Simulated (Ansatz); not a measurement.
# Sc2NOF MXene bilayer (AA) in a perpendicular field, part 2 of 2

Wanted: the out-of-plane response of the Sc2NOF MXene bilayer (AA). A positive field points along +c.

Ansatz 0.2.0; plane-wave DFT, LDA, Ansatz PAW (set soft_1); PAW set soft_1 (the session's first sound run).

So far. Step 8 (Atoms held, field -0.25 V/Å): The dipole is -0.214 e·Å, -0.116 e·Å from its value without field, and the gap 3.246 eV.

**9. Response, atoms held (continued)**

The smaller of the gaps on the path and on the k-mesh, counted as 0 under 0.03 eV; in a wide-gap layer a fall can come from a state in the tilted vacuum. Table of gap by applied field:

| applied field (V/Å) | gap (eV) |
| --- | --- |
| -0.250 | 3.25 |
| -0.030 | 2.91 |
| 0.000 | 2.86 |
| 0.030 | 2.82 |
| 0.150 | 2.62 |
| 0.250 | 2.46 |

By hand: between -0.03 and 0.03 V/Å the dipole changes by 0.02794 e·Å, a slope of 0.4657 e·Å²/V. A perfect conductor of thickness t has p = ε₀AEt, so t = 180.95 × 0.4657 / 8.862 = 9.51 Å (e/ε₀ = 180.95 V·Å, A in Å²).

The induced dipole is that of a conductor 9.51 Å thick.

**10. The same run with other settings**

This step: plane-wave DFT, LDA, Ansatz PAW (set soft_1) (Ansatz 0.2.0).

A run with a changed input: it repeats the earlier run at 0.03 V/Å with scf.occupations.width from 0.02585 removed and scf.occupations.method from fermi_dirac to tetrahedron_uncorrected.

Contents of input.yaml:

```yaml
crystal:
  lattice:
    - [3.1988586009, 0.0, 0.0]
    - [-1.5994293004, 2.7702928115, 0.0]
    - [0.0, 0.0, 28.6500947702]
  atoms:
    - { symbol: F, position: [0.3333333333, 0.6666666667, 0.3141350865] }
    - { symbol: Sc, position: [0.6666666667, 0.3333333333, 0.3536885504] }
    - { symbol: "N", position: [0.0, 0.0, 0.3894477062] }
    - { symbol: Sc, position: [0.3333333333, 0.6666666667, 0.4436883402] }
    - { symbol: O, position: [0.6666666667, 0.3333333333, 0.4674960793] }
    - { symbol: F, position: [0.3333333333, 0.6666666667, 0.5328069397] }
    - { symbol: Sc, position: [0.6666666667, 0.3333333333, 0.571274302] }
    - { symbol: "N", position: [0.0, 0.0, 0.6070901487] }
    - { symbol: Sc, position: [0.3333333333, 0.6666666667, 0.6612248427] }
    - { symbol: O, position: [0.6666666667, 0.3333333333, 0.6858649135] }
kpoints:
  mp_grid: { grid: [18, 18, 1] }
  band_path:
    path: [[0, 0, 0], [0.5, 0, 0], [0.33333333, 0.33333333, 0], [0, 0, 0]]
    npoints: 16
hamiltonian:
  xc: lda
  pseudopotentials: { kind: paw, azcp: { folder: soft_1 }, xc_functional: pbe }
scf:
  occupations: { method: tetrahedron_uncorrected }
  convergence: { dr2_threshold: 1.0e-10 }
efield:
  axis: 3
  dipole_correction: true
  ramp_position: 0.9476
  ramp_width: 0.1047
  amplitude: 0.03
output:
  write_potential: true
  write_density: true
  volumetric_format: npy
```

Command:

```bash
$ ansatz run input.yaml --threads 4 --pin off --max-ram 6144MiB --backend cpu --events-out ev --progress --plain --runs-dir out
```

Wall time 41 s (4 threads of Arm Neoverse V2, shared host); peak memory 0.84 GiB.

Numbers from this step:

```yaml
gap_on_the_k_mesh: 2.816 eV
dipole_along_the_normal: -0.08333 e·Å
gap_along_the_path: 2.816 eV
smallest_direct_gap_along_the_path: 3.031 eV
gap_the_smaller_of_path_and_mesh: 2.816 eV
```

Electronic bands along the path, in eV, zero at the Fermi level:

| point | band 37 | band 38 | band 39 | band 40 | band 41 | band 42 | band 43 | band 44 |
| --- | --- | --- | --- | --- | --- | --- | --- | --- |
| Γ | -0.86 | -0.36 | -0.01 | -0.01 | 3.38 | 3.38 | 3.69 | 4.21 |
| halfway | -1.01 | -0.89 | -0.30 | -0.06 | 2.98 | 3.82 | 3.92 | 4.02 |
| M | -1.27 | -0.98 | -0.44 | -0.41 | 2.82 | 3.70 | 4.52 | 4.83 |
| halfway | -1.29 | -1.05 | -0.59 | -0.15 | 3.04 | 3.92 | 4.14 | 4.48 |
| K | -1.05 | -0.96 | -0.91 | -0.05 | 3.54 | 3.64 | 4.06 | 4.40 |
| halfway | -1.12 | -0.93 | -0.36 | -0.06 | 3.22 | 3.48 | 4.05 | 4.28 |
| Γ | -0.86 | -0.36 | -0.01 | -0.01 | 3.38 | 3.38 | 3.69 | 4.21 |

| quantity | this run | earlier run | difference |
| --- | --- | --- | --- |
| dipole along the normal (e·Å) | -0.08333 | -0.08333 | -1.2e-7 |
| gap along the path (eV) | 2.816 | 2.816 | 5.0e-6 |
| smallest direct gap along the path (eV) | 3.031 | 3.031 | 5.0e-6 |
| gap on the k-mesh (eV) | 2.816 | 2.816 | 5.2e-6 |

Nothing in the table moves by 0.01 in its unit (for the dipole 0.5 % and 5e-5 e·Å). The run took 25 SCF cycles against 20.

The path shows an indirect gap of 2.82 eV (valence top between K and Γ, conduction bottom at M). The least direct gap is 3.03 eV.

**11. The same run with other settings: efield.ramp_width = 0.06**

Another changed input: it repeats the earlier run at 0.03 V/Å with efield.ramp_width from 0.1047 to 0.06.

input.yaml, as its differences from that of step 10:

```diff
@@ -25,3 +25,3 @@
 scf:
-  occupations: { method: tetrahedron_uncorrected }
+  occupations: { method: fermi_dirac, width: 0.02585 }
   convergence: { dr2_threshold: 1.0e-10 }
@@ -31,3 +31,3 @@
   ramp_position: 0.9476
-  ramp_width: 0.1047
+  ramp_width: 0.06
   amplitude: 0.03
```

Run time: 30 s. Hardware: 4 threads; peak memory 0.85 GiB; 2 min of CPU time.

The electronic bands at the labelled points (eV, zero at the Fermi level of the run, which the smearing sets inside the gap):

| point | band 37 | band 38 | band 39 | band 40 | band 41 | band 42 | band 43 | band 44 |
| --- | --- | --- | --- | --- | --- | --- | --- | --- |
| Γ | -2.28 | -1.78 | -1.43 | -1.43 | 1.96 | 1.96 | 2.27 | 2.79 |
| halfway | -2.43 | -2.32 | -1.72 | -1.48 | 1.56 | 2.40 | 2.50 | 2.60 |
| M | -2.69 | -2.40 | -1.86 | -1.83 | 1.40 | 2.28 | 3.10 | 3.40 |
| halfway | -2.71 | -2.47 | -2.01 | -1.57 | 1.62 | 2.50 | 2.72 | 3.06 |
| K | -2.47 | -2.38 | -2.33 | -1.47 | 2.11 | 2.22 | 2.63 | 2.98 |
| halfway | -2.54 | -2.35 | -1.78 | -1.48 | 1.80 | 2.06 | 2.63 | 2.86 |
| Γ | -2.28 | -1.78 | -1.43 | -1.43 | 1.96 | 1.96 | 2.27 | 2.79 |

| quantity | this run | earlier run | difference |
| --- | --- | --- | --- |
| dipole along the normal (e·Å) | -0.08333 | -0.08333 | 3.8e-6 |
| gap along the path (eV) | 2.816 | 2.816 | 6.0e-6 |
| smallest direct gap along the path (eV) | 3.031 | 3.031 | 6.0e-6 |
| gap on the k-mesh (eV) | 2.816 | 2.816 | 6.1e-6 |

Nothing in the table moves by 0.01 in its unit (for the dipole 0.5 % and 5e-5 e·Å).

**12. What came out**

```
gap without field                          : 2.86 eV
ionisation energy, upper face              : 7.85 eV
electron affinity, upper face              : 4.99 eV
step between the vacuum levels             : 1.99 eV
equivalent conductor thickness, atoms held : 9.51 Å
```

What this shows: The induced dipole equals that of a perfect conductor 9.51 Å thick, while the outer atoms lie 10.65 Å apart; an out-of-plane ε follows only once a thickness t is chosen, by 1 − 1/ε = 9.51 Å / t. The two faces differ: the vacuum level above lies 1.99 eV higher than the one below. The gap goes from 2.86 eV to 3.25 eV at -0.25 V/Å. With the field reversed it is 2.46 eV at 0.25 V/Å. Semilocal functionals give gaps that are too small, and excitons are not included. The MXene's terminations sit over the metal atoms of its far layer; the site over carbon or nitrogen, which some compounds prefer, was not run.

[Long decimals in the printed logs are rounded to 6 places.]

[Logs are printed without paths, hosts, clocks, repeated set-up lines and the standing remarks that a program may print on its own settings, such as how far it seeks lower states.]

[Hosts, paths, dates, database ids (printed as entryN), source tags and the programs' standing remarks are cut or masked in the printed files.]

[Maps of the electrostatic potential energy from Ansatz leave out the sawtooth potential of an applied field or a dipole correction, so their vacuum need not be flat; planar profiles and work functions include it.]
